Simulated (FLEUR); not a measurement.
Crystal: Ti.

```
Ti
1.0
     2.95000    0.00000    0.00000
    -1.47500    2.55477    0.00000
     0.00000    0.00000    4.68000
Ti
2
Direct
  0.66667 0.33333 0.75000
  0.33333 0.66667 0.25000
```

```yaml
Program: FLEUR MaX-R8.1 (later development tree)
Task: single point
Functional: PBE
Potentials_or_basis: all-electron
Basis: FLAPW
Kmax: 4.1 1/bohr
k_mesh: 10 × 10 × 6
Occupations: fermi-dirac, width 0.05 eV
Spin: no spin polarisation
Gmax: 12.7 1/bohr
Muffin-tin_radii: Ti 2.46 bohr
lmax: Ti 10
Local_orbitals_a_species: Ti 5
Max_iterations: 60
Mixing_factor: 0.05
Mixer: Anderson
Mixer_history: 15
Density_convergence: 1e-05 me/bohr^3
```

On this cell: largest force under 0.003 eV/Å; band gap on the k mesh none (metal or under the smearing width).

The same run follows on a disturbed copy (atoms moved at random, drawn with an rms of 0.05 Å):

```
Ti
1.0
     2.95000    0.00000    0.00000
    -1.47500    2.55477    0.00000
     0.00000    0.00000    4.68000
Ti
2
Direct
  0.68616 0.32688 0.74849
  0.33797 0.67291 0.24873
```

Problem. What does the disturbed cell give?

Solution. The energy (extrapolated to zero smearing) moves by +2.1 meV/atom; largest force 0.107 eV/Å; band gap on the k mesh none (metal or under the smearing width).

Forces on the atoms (eV/Å):
```
Ti  -0.095  0.049  0.003
Ti   0.095 -0.049 -0.003
```
